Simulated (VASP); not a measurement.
Input of a VASP 6.6.1 run:

POSCAR

```
PbS
1.0
    0.0000000000      2.9657500000      2.9657500000
    2.9657500000      0.0000000000      2.9657500000
    2.9657500000      2.9657500000      0.0000000000
Pb S
1 1
Direct
    0.0000000000      0.0000000000      0.0000000000
    0.5000000000      0.5000000000      0.5000000000
```

INCAR.step1

```
SYSTEM = PbS
  PREC = Accurate
  ENCUT = 520
  EDIFF = 1E-8
  ISMEAR = -1
  SIGMA = 0.05
  LREAL = .FALSE.
  LASPH = .TRUE.
  NELM = 100
  ALGO = Normal
  ISIF = 2
  LWAVE = .FALSE.
  LCHARG = .FALSE.
  GGA = PE
  LEPSILON = .TRUE.
```

The input KPOINTS.step1:

```
Automatic mesh
0
G
  8 8 8
  0 0 0
```

The input INCAR.step2:

```
SYSTEM = PbS
  PREC = Accurate
  ENCUT = 520
  EDIFF = 1E-5
  ISMEAR = -1
  SIGMA = 0.05
  LREAL = .FALSE.
  LASPH = .TRUE.
  NELM = 100
  ALGO = Normal
  ISIF = 2
  LWAVE = .TRUE.
  LCHARG = .FALSE.
  NBANDS = 17
  GGA = PE
```

KPOINTS.step2

```
regular mesh
0
G
  4 4 4
  0 0 0
```

The input INCAR.step3:

```
SYSTEM = PbS
  PREC = Accurate
  ENCUT = 520
  EDIFF = 1E-7
  ISMEAR = -1
  SIGMA = 0.05
  LREAL = .FALSE.
  LASPH = .TRUE.
  NELM = 100
  ALGO = Normal
  ISIF = 2
  LWAVE = .FALSE.
  LCHARG = .FALSE.
  METAGGA = R2SCAN
  LHFCALC = .TRUE.
  AEXX = 0.0451
  LMIXTAU = .TRUE.
  PRECFOCK = Fast
  HFRCUT = -1
  NBANDS = 17
  ISTART = 1
```

The input KPOINTS.step3:

```
regular mesh
0
G
  4 4 4
  0 0 0
```

The input KPOINTS_OPT:

```
path GXWKGLUWLK,UX
8
line-mode
reciprocal
 0.0000000000  0.0000000000  0.0000000000  G
 0.5000000000  0.0000000000  0.5000000000  X

 0.5000000000  0.0000000000  0.5000000000  X
 0.5000000000  0.2500000000  0.7500000000  W

 0.5000000000  0.2500000000  0.7500000000  W
 0.3750000000  0.3750000000  0.7500000000  K

 0.3750000000  0.3750000000  0.7500000000  K
 0.0000000000  0.0000000000  0.0000000000  G

 0.0000000000  0.0000000000  0.0000000000  G
 0.5000000000  0.5000000000  0.5000000000  L

 0.5000000000  0.5000000000  0.5000000000  L
 0.6250000000  0.2500000000  0.6250000000  U

 0.6250000000  0.2500000000  0.6250000000  U
 0.5000000000  0.2500000000  0.7500000000  W

 0.5000000000  0.2500000000  0.7500000000  W
 0.5000000000  0.5000000000  0.5000000000  L

 0.5000000000  0.5000000000  0.5000000000  L
 0.3750000000  0.3750000000  0.7500000000  K

 0.6250000000  0.2500000000  0.6250000000  U
 0.5000000000  0.0000000000  0.5000000000  X
```

Potentials or basis: VASP PAW PBE potentials, release 64 (Pb_d, S).

Command:

```bash
$ cat potpaw_PBE.64/Pb_d/POTCAR potpaw_PBE.64/S/POTCAR > POTCAR
$ cp INCAR.step1 INCAR
$ cp KPOINTS.step1 KPOINTS
$ mpirun -np 1 vasp_std > vasp.out
$ cp INCAR.step2 INCAR
$ cp KPOINTS.step2 KPOINTS
$ mpirun -np 1 vasp_std > vasp.out
$ cp INCAR.step3 INCAR
$ cp KPOINTS.step3 KPOINTS
$ mpirun -np 1 vasp_std > vasp.out
```

Q: What does it give for the band gap on the k mesh?

A: 0.79 eV, direct.

Q: Estimate the band gap along the path.

A: 0.79 eV, direct.

Q: What does it give for the pressure?

A: 1.3 GPa.

Levels at the corners of the path, in eV from the valence-band top:
| point | band 6 | band 7 | band 8 | band 9 | band 10 | band 11 | band 12 | band 13 | band 14 | band 15 |
| --- | --- | --- | --- | --- | --- | --- | --- | --- | --- | --- |
| Γ | -14.49 | -6.20 | -2.41 | -2.41 | -2.41 | 5.80 | 5.80 | 5.80 | 7.35 | 7.35 |
| X | -12.74 | -7.48 | -5.52 | -3.72 | -3.72 | 4.33 | 6.26 | 6.35 | 6.35 | 11.98 |
| X | -12.74 | -7.48 | -5.52 | -3.72 | -3.72 | 4.33 | 6.26 | 6.35 | 6.35 | 11.98 |
| W | -12.71 | -8.30 | -4.72 | -4.72 | -1.15 | 2.65 | 5.24 | 5.24 | 8.87 | 8.87 |
| W | -12.71 | -8.30 | -4.72 | -4.72 | -1.15 | 2.65 | 5.24 | 5.24 | 8.87 | 8.87 |
| K | -12.76 | -8.34 | -5.08 | -3.19 | -2.64 | 3.83 | 4.66 | 5.68 | 6.84 | 11.04 |
| K | -12.76 | -8.34 | -5.08 | -3.19 | -2.64 | 3.83 | 4.66 | 5.68 | 6.84 | 11.04 |
| Γ | -14.49 | -6.20 | -2.41 | -2.41 | -2.41 | 5.80 | 5.80 | 5.80 | 7.35 | 7.35 |
| Γ | -14.49 | -6.20 | -2.41 | -2.41 | -2.41 | 5.80 | 5.80 | 5.80 | 7.35 | 7.35 |
| L | -13.21 | -9.28 | -2.00 | -2.00 | 0.00 | 0.79 | 2.37 | 2.37 | 9.39 | 10.88 |
| L | -13.21 | -9.28 | -2.00 | -2.00 | 0.00 | 0.79 | 2.37 | 2.37 | 9.39 | 10.88 |
| U | -12.76 | -8.34 | -5.08 | -3.19 | -2.64 | 3.83 | 4.66 | 5.68 | 6.84 | 11.04 |
| U | -12.76 | -8.34 | -5.08 | -3.19 | -2.64 | 3.83 | 4.66 | 5.68 | 6.84 | 11.04 |
| W | -12.71 | -8.30 | -4.72 | -4.72 | -1.15 | 2.65 | 5.24 | 5.24 | 8.87 | 8.87 |
| W | -12.71 | -8.30 | -4.72 | -4.72 | -1.15 | 2.65 | 5.24 | 5.24 | 8.87 | 8.87 |
| L | -13.21 | -9.28 | -2.00 | -2.00 | 0.00 | 0.79 | 2.37 | 2.37 | 9.39 | 10.88 |
| L | -13.21 | -9.28 | -2.00 | -2.00 | 0.00 | 0.79 | 2.37 | 2.37 | 9.39 | 10.88 |
| K | -12.76 | -8.34 | -5.08 | -3.19 | -2.64 | 3.83 | 4.66 | 5.68 | 6.84 | 11.04 |
| U | -12.76 | -8.34 | -5.08 | -3.19 | -2.64 | 3.83 | 4.66 | 5.68 | 6.84 | 11.04 |
| X | -12.74 | -7.48 | -5.52 | -3.72 | -3.72 | 4.33 | 6.26 | 6.35 | 6.35 | 11.98 |

Caveat: the k mesh is coarse (spacing up to 0.46 Å⁻¹), so the values aren't converged, least of all with exact exchange; the PAW data sets were made with another functional, which shifts forces and pressure a little; spin-orbit coupling is left out, which as a rule narrows the gap of such compounds by several tenths of an eV.
